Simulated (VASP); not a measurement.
Here is a VASP 6.6.1 calculation.

The input INCAR:

```
ALGO     = Fast           # electronic algorithm
EDIFF    = 1E-6           # SCF threshold, eV
ENCUT    = 520            # plane-wave cutoff, eV
GGA      = PS             # functional
ISIF     = 2              # what is computed and relaxed
ISMEAR   = 0              # smearing method
LASPH    = True           # aspherical terms in the spheres
LCHARG   = False          # write CHGCAR
LREAL    = False          # projectors in reciprocal space
LWAVE    = False          # write WAVECAR
NBANDS   = 15             # bands
NELM     = 60             # most SCF steps
PREC     = Accurate       # precision mode
SIGMA    = 0.1            # smearing width, eV
```

KPOINTS

```
k-points
0
Gamma
  6 6 6
```

Contents of POSCAR:

```
ZrC
1.0
    0.0000000000      2.3502100000      2.3502100000
    2.3502100000      0.0000000000      2.3502100000
    2.3502100000      2.3502100000      0.0000000000
Zr C
1 1
Direct
    0.5000000000      0.5000000000      0.5000000000
    0.0000000000      0.0000000000      0.0000000000
```

Potentials or basis: VASP PAW PBE potentials, release 64 (Zr_sv, C).

Command:

```sh
$ cat potpaw_PBE.64/Zr_sv/POTCAR potpaw_PBE.64/C/POTCAR > POTCAR
$ mpirun -np 1 vasp_std > vasp.out
```

Predict the band gap on the k mesh.

none (metal or under the smearing width).

What does it give for the pressure?

-4.1 GPa.

Caveat: the k mesh is coarse (spacing up to 0.39 Å⁻¹), so the values aren't converged; the PAW data sets were made with another functional, which shifts forces and pressure a little.
